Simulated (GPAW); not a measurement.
The system is Al.

```
Al
1.0
    -1.59122    1.59122    1.59122
     1.59122   -1.59122    1.59122
     1.59122    1.59122   -1.59122
Al
1
Direct
  0.00000 0.00000 0.00000
```

This isn't the form of Al at room conditions, which is fcc.

```yaml
Program: GPAW 26.7.0
Task: relaxation of cell and atoms
Functional: PBEsol
Potentials_or_basis: PAW data sets generated in the run's folder for this functional
Cutoff: 600 eV
Basis: pw
k_mesh: 12 × 12 × 12
Occupations: fermi-dirac, width 0.05 eV
Spin: no spin polarisation
```

At the start: pressure 2.4 GPa; volume 16.12 Å³/atom.

Where does the relaxation end?

Over 3 steps the energy falls by 3.9 meV/atom and the volume is 16.62 Å³/atom (+3.1 %); space group Im-3m (No. 229, to 0.05 Å).

Step by step:
```csv
step,energy change (eV),largest force (eV/Å),pressure (GPa),volume (Å³)
1,0.0000,0.0000,2.44,16.12
2,-0.0022,0.0000,1.58,16.29
3,-0.0039,0.0000,0.04,16.62
```

Final structure:
```yaml
crystal:
  lattice:
    - [-1.60754, 1.60754, 1.60754]
    - [1.60754, -1.60754, 1.60754]
    - [1.60754, 1.60754, -1.60754]
  atoms:
    - { symbol: Al, position: [0.00000, 0.00000, 0.00000] }
```

Caveat: later steps reuse the first step's grids.
